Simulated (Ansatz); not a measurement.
# Ta₂N: a line through an energy map

One table from this session's results is given with a row withheld; the runs are named, their logs left out.

Method: DFT PBEsol, scalar-relativistic, plane waves, PAW, in Ansatz 0.2.0.

40 further runs of the same task are left out: 40 set aside as unsound or not needed. Runs told in other sessions of the task aren't counted.

## The system as given

Symmetry: P-3m1, No. 164, trigonal system. The conventional cell has a = 3.078 Å, b = 3.078 Å, c = 4.824 Å, α = 90.00°, β = 90.00°, γ = 120.00°. Ta (site symmetry 3m) is surrounded by 3 N at 2.16 Å. Around N (site symmetry -3m) lie 6 Ta at 2.16 Å.

As a file:

```
CELL_PARAMETERS angstrom
3.07826 0.00000 0.00000
-1.53913 2.66585 0.00000
0.00000 0.00000 4.82393
ATOMIC_POSITIONS crystal
Ta 0.66667 0.33333 0.74637
Ta 0.33333 0.66667 0.25363
N 0.00000 0.00000 0.00000
```

It goes back to an entry of the Materials Project, which need not be the stable form.

This cell was relaxed beforehand with the same method: volume 13.20 Å³/atom, gap on the mesh none (metal).

## Plan of the line

The energy is mapped over volume and the cell's shape.

First coordinate, volume per atom: 9 values from 12.140 to 14.251 Å³. Second coordinate, c/a of the conventional cell: 9 values from 1.389 to 1.768.

Nothing else is relaxed (fractional coordinates fixed). Energies count from the relaxed crystal. Points are written as (first, second).

The first run:

The input, input.yaml:

```yaml
crystal:
  lattice:
    - [3.1166779814, 0.0, 0.0]
    - [-1.5583389907, 2.6991223073, 0.0]
    - [0.0, 0.0, 4.329377384]
  atoms:
    - { symbol: Ta, position: [0.6666666667, 0.3333333333, 0.7463700642] }
    - { symbol: Ta, position: [0.3333333333, 0.6666666667, 0.2536299358] }
    - { symbol: "N", position: [0.0, 0.0, 0.0] }
basis:
  ecutwfc: 520.0
kpoints:
  mp_grid: { grid: [18, 18, 10] }
hamiltonian:
  xc: pbesol
  pseudopotentials: { kind: paw, azcp: { folder: soft_1 } }
scf:
  occupations: { method: gaussian, width: 0.15 }
output:
  forces: true
  stress: true
  eigenvalues: true
```

The run is started by

```sh
ansatz run input.yaml --threads 2 --pin off --max-ram 4096MiB --backend cpu --events-out ev --progress --plain --runs-dir out
```

Steps of the session up to this table: Point (12.140 Å³, 1.389); Point (12.404 Å³, 1.389); Point (12.668 Å³, 1.389); Grid point (12.931 Å³, 1.389); Grid point (13.195 Å³, 1.389); Grid point (13.723 Å³, 1.389); Grid point (14.251 Å³, 1.389).

One of the session's tables, all rows but one given; the rest of the session is left out.

It belongs to the step «The line in numbers». 

```
volume per atom (Å³)  energy (meV/atom)  slope (meV/atom per Å³)  pressure (GPa)  largest force on an atom (eV/Å)
              12.140                202                     −197            31.5                             0.47
              12.404                  ?                        ?               ?                                ?
              12.668                127                      −94            15.0                             0.70
              12.931                108                      −50             8.0                             0.80
              13.195                100                      −10             1.6                             0.89
              13.459                102                       25            −4.1                             0.96
              13.723                113                       58            −9.2                             1.03
              13.987                132                       86           −13.8                             1.09
              14.251                158                      112           −18.0                             1.14
```

Q: Estimate the row for volume per atom (Å³) = 12.404 from the others.

Worked estimate for «energy (meV/atom)». A straight line through the neighbours (12.140, 202) and (12.668, 127) gives 202 + (127 − 202) × (12.404 − 12.140) / (12.668 − 12.140) = 164; a parabola fitted to 3 rows on both sides gives 158.

As computed: energy (meV/atom): 158; slope (meV/atom per Å³): −142; pressure (GPa): 22.8; largest force on an atom (eV/Å): 0.60. In «energy (meV/atom)» the line misses by +6 and the parabola by +0.

Energies count from the relaxed crystal. Rows without a step come from runs not printed here or follow by symmetry. Slopes come from the forces (and the stress, where the cell changes), not from differences of energies.

To keep in mind: The final runs have no spin polarisation, so a magnetic state may lie lower. Warnings in the runs' records: pseudo functional mismatch.
